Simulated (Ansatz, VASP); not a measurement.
# Tl in VASP and in Ansatz

```xyz
1
Lattice="2.3958 0.0000 0.0000 0.0000 2.3958 0.0000 0.0000 0.0000 2.3958" Properties=species:S:1:pos:R:3 pbc="T T T"
Tl    0.0000    0.0000    0.0000
```

Change from the starting cell: volume scaled by 0.4, LAPW.

Alike in both runs: task single point; functional PBE; k mesh 12 × 12 × 12; occupations fermi-dirac, width 0.08 eV; no spin polarisation.

|  | VASP | Ansatz |
| --- | --- | --- |
| version | VASP 6.6.1 | Ansatz 0.2.0 |
| potentials or method | VASP PAW PBE potentials, release 64 (Tl_d), cutoff 520 eV | all-electron LAPW, scalar-relativistic |

```csv
,VASP,Ansatz,Ansatz less VASP
pressure (GPa),253.4,252.3,-1.10
```

Ansatz ran all-electron here, so the differences hold the error of VASP's frozen core and of both bases.

Caveats: the cell as given lies far from equilibrium; so large a pressure means that the cell lies far from this level's equilibrium, or that cutoff or potentials fall short (VASP). Spin-orbit coupling is left out, which matters for the levels of Tl.
